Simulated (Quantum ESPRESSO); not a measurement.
Something may be wrong with this Quantum ESPRESSO 7.5 calculation of AlNi.

pw.in

```
&CONTROL
  calculation = 'scf'
  prefix = 'pwscf'
  outdir = './tmp'
  pseudo_dir = './pseudo'
  tprnfor = .true.
  tstress = .true.
  disk_io = 'low'
/
&SYSTEM
  ibrav = 0
  nat = 2
  ntyp = 2
  ecutwfc = 7
  ecutrho = 54
  nbnd = 17
  occupations = 'smearing'
  smearing = 'mv'
  degauss = 0.01469973
/
&ELECTRONS
  conv_thr = 4d-10
  electron_maxstep = 75
  mixing_beta = 0.5
/
ATOMIC_SPECIES
Ni    58.6934 ni_lda_v1.4.uspp.F.UPF
Al    26.9815 al_lda_v1.uspp.F.UPF
CELL_PARAMETERS angstrom
   2.8810000000    0.0000000000    0.0000000000
   0.0000000000    2.8810000000    0.0000000000
   0.0000000000    0.0000000000    2.8810000000
ATOMIC_POSITIONS crystal
Ni     0.5000000000    0.5000000000    0.5000000000
Al     0.0000000000    0.0000000000    0.0000000000
K_POINTS automatic
6 6 6 1 1 1
```

Potentials or basis: GBRV 1.5 LDA.

Launch:

```bash
$ OMP_NUM_THREADS=1 pw.x -in pw.in > pw.out
```

pw.out:

```text
This program is part of the open-source Quantum ESPRESSO suite
     for quantum simulation of materials; please cite
         "P. Giannozzi et al., J. Phys.:Condens. Matter 21 395502 (2009);
         "P. Giannozzi et al., J. Phys.:Condens. Matter 29 465901 (2017);
         "P. Giannozzi et al., J. Chem. Phys. 152 154105 (2020);
     in publications or presentations arising from this work. More details at

     Message from routine setup:
     using ibrav=0 with symmetry is DISCOURAGED, use correct ibrav instead

     G-vector sticks info
     --------------------
     sticks:   dense  smooth     PW     G-vecs:    dense   smooth      PW
     Sum         129      69     29                 1045      437     123

     Using Slab Decomposition

     bravais-lattice index     =            0
     lattice parameter (alat)  =       5.4443  a.u.
[... 171 lines left out ...]
     Davidson diagonalization with overlap
     ethr =  6.38E-12,  avg # of iterations =  2.0

     negative rho (up, down):  1.042E-03 0.000E+00

     End of self-consistent calculation

[... 60 lines left out ...]
     the Fermi energy is    24.5127 ev

!    total energy              =    -247.93085523 Ry
     estimated scf accuracy    <          1.6E-10 Ry
     smearing contrib. (-TS)   =       0.00011835 Ry
     internal energy E=F+TS    =    -247.93097358 Ry

     The total energy is F=E-TS. E is the sum of the following terms:
     one-electron contribution =     -58.55683687 Ry
     hartree contribution      =      25.26179617 Ry
     xc contribution           =     -25.18476972 Ry
     ewald contribution        =    -189.45116315 Ry

     convergence has been achieved in  10 iterations

     negative rho (up, down):  1.042E-03 0.000E+00

     Forces acting on atoms (cartesian axes, Ry/au):

     atom    1 type  1   force =     0.00000000    0.00000000    0.00000000
     atom    2 type  2   force =     0.00000000    0.00000000    0.00000000

     Total force =     0.000000     Total SCF correction =     0.000000

     Computing stress (Cartesian axis) and pressure

     negative rho (up, down):  1.042E-03 0.000E+00
          total   stress  (Ry/bohr**3)                   (kbar)     P=   -68636.62
  -0.46658228   0.00000000   0.00000000       -68636.62        0.00        0.00
   0.00000000  -0.46658228   0.00000000            0.00   -68636.62        0.00
   0.00000000   0.00000000  -0.46658228            0.00        0.00   -68636.62

=------------------------------------------------------------------------------=
   JOB DONE.
=------------------------------------------------------------------------------=
```

Problem. Diagnose the run.

Solution. Self-consistency was reached. The input holds a flaw that was put in on purpose: cutoff far too low (ecut_scale = 0.15). The program doesn't stop on it, so the numbers can't be trusted though the run ends normally.
